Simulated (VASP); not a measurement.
Input of a VASP 6.6.1 run:

File run.py:

```python
from ase.calculators.vasp import Vasp
from ase.dft.bandgap import bandgap
from ase.io import read

atoms = read('MnO2.cif', primitive_cell=True, subtrans_included=False)
atoms.set_initial_magnetic_moments([4.0, 4.0, 0.0, 0.0, 0.0, 0.0])
calc = Vasp(
    directory='calc',
    xc='pbesol',
    pp='PBE',
    setups={'base': 'minimal', 'Mn': '_GW', 'O': '_GW'},
    prec='Accurate',
    encut=550,
    ediff=1e-06,
    ismear=0,
    sigma=0.1,
    lreal=False,
    lasph=True,
    nelm=120,
    algo='Normal',
    isif=2,
    lwave=False,
    lcharg=False,
    ispin=2,
    lorbit=11,
    lmaxmix=4,
    kpts=[9, 7, 5],
    gamma=True,
    nbands=32,
)
atoms.calc = calc

print('energy (eV):', atoms.get_potential_energy())
print('free energy (eV):', atoms.get_potential_energy(force_consistent=True))
print('forces (eV/A):')
print(atoms.get_forces())
print('stress (eV/A^3, Voigt):', atoms.get_stress())
print('Fermi level (eV):', calc.get_fermi_level())
print('moment (muB):', atoms.get_magnetic_moment())
print('site moments (muB):', atoms.get_magnetic_moments())
gap, top, bottom = bandgap(calc)
print('band gap (eV):', gap, 'from (spin, k, band)', top, 'to', bottom)
```

File MnO2.cif:

```cif
data_MnO2
_cell_length_a 2.90415800
_cell_length_b 3.84481000
_cell_length_c 6.16426400
_cell_angle_alpha 90.00000000
_cell_angle_beta 90.00000000
_cell_angle_gamma 90.00000000
_space_group_name_H-M_alt 'Pmmn'
_space_group_name_Hall 'P 2 2ab -1ab'
_space_group_IT_number 59
loop_
_space_group_symop_operation_xyz
'x,y,z'
'-x,-y,z'
'x+1/2,-y+1/2,-z'
'-x+1/2,y+1/2,-z'
'-x+1/2,-y+1/2,-z'
'x+1/2,y+1/2,-z'
'-x,y,z'
'x,-y,z'
loop_
_atom_site_label
_atom_site_type_symbol
_atom_site_symmetry_multiplicity
_atom_site_Wyckoff_symbol
_atom_site_fract_x
_atom_site_fract_y
_atom_site_fract_z
_atom_site_occupancy
Mn1 Mn 2 a 0.5000000000 0.5000000000 0.3433015000 1
O1 O 2 b 0.5000000000 0.0000000000 0.8375675000 1
O2 O 2 b 0.5000000000 0.0000000000 0.4217995000 1
```

Potentials or basis: VASP PAW PBE potentials, release 64 (Mn_GW, O_GW).

The run is started by

```sh
$ python run.py
```

(1) What does it give for the net moment?

(2) Predict the pressure.

(3) What does it give for the largest force?

Results:

(1) 6.00 μB per cell.

(2) -13.7 GPa.

(3) 1.121 eV/Å.

Caveat: the PAW data sets were made with another functional, which shifts forces and pressure a little; semilocal functionals often make such compounds metallic where correlation or magnetic order opens a gap, which also shifts bond lengths; only a ferromagnetic start was run, and an antiferromagnetic order may lie lower in energy.
